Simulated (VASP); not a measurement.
Input of a VASP 6.6.1 run:

INCAR

```
SYSTEM = TaS2
ALGO = Normal
EDIFF = 1E-7
EDIFFG = -0.005
ENCUT = 600
GGA = PE
IBRION = 2
ISIF = 3
ISMEAR = -1
IVDW = 13
LASPH = .True.
LCHARG = .False.
LREAL = .False.
LWAVE = .False.
NELM = 80
NSW = 40
PREC = Accurate
SIGMA = 0.05
```

KPOINTS

```
k-points
0
Gamma
  9 9 5
  0 0 0
```

POSCAR

```
TaS2
1.0
    3.3500000000      0.0000000000      0.0000000000
   -1.6750000000      2.9011851027      0.0000000000
    0.0000000000      0.0000000000      5.8600000000
Ta S
1 2
Direct
    0.0000000000      0.0000000000      0.0000000000
    0.6666666667      0.3333333333      0.7500000000
    0.3333333333      0.6666666667      0.2500000000
```

Potentials or basis: VASP PAW PBE potentials, release 64 (Ta_pv, S).

Launch:

```bash
$ cat potpaw_PBE.64/Ta_pv/POTCAR potpaw_PBE.64/S/POTCAR > POTCAR
$ mpirun -np 1 vasp_std > vasp.out
```

Task: Predict the relaxed volume.

Result: 19.03 Å³/atom.

Task: What does it give for the relaxed cell?

Result: a = 3.343 Å, b = 3.343 Å, c = 5.898 Å, α = 90.00°, β = 90.00°, γ = 120.00°.

The path:
```
step  energy change (eV)  largest force (eV/Å)  pressure (GPa)  volume (Å³)
   1              0.0000                1.2487            6.46        56.95
   2              0.1509                1.4405          -11.21        63.49
   3             -0.0758                0.1405           -1.17        59.23
   4             -0.0759                0.1752           -0.94        59.15
   5             -0.0859                0.0800           -0.43        58.53
   6             -0.0869                0.0394           -0.21        58.27
   7             -0.0869                0.0368           -0.20        58.25
   8             -0.0874                0.0771            0.12        58.04
   9             -0.0876                0.1101            0.38        57.87
  10             -0.0878                0.1054            0.36        57.85
  11             -0.0883                0.0919            0.28        57.78
  12             -0.0891                0.0651            0.12        57.63
  13             -0.0898                0.0114           -0.18        57.34
  14             -0.0899                0.0152           -0.06        57.22
  15             -0.0900                0.0224            0.17        56.99
  16             -0.0900                0.0193            0.08        57.09
  17             -0.0900                0.0026           -0.02        57.08
```

Spin-orbit coupling is left out, which matters for the levels of Ta.
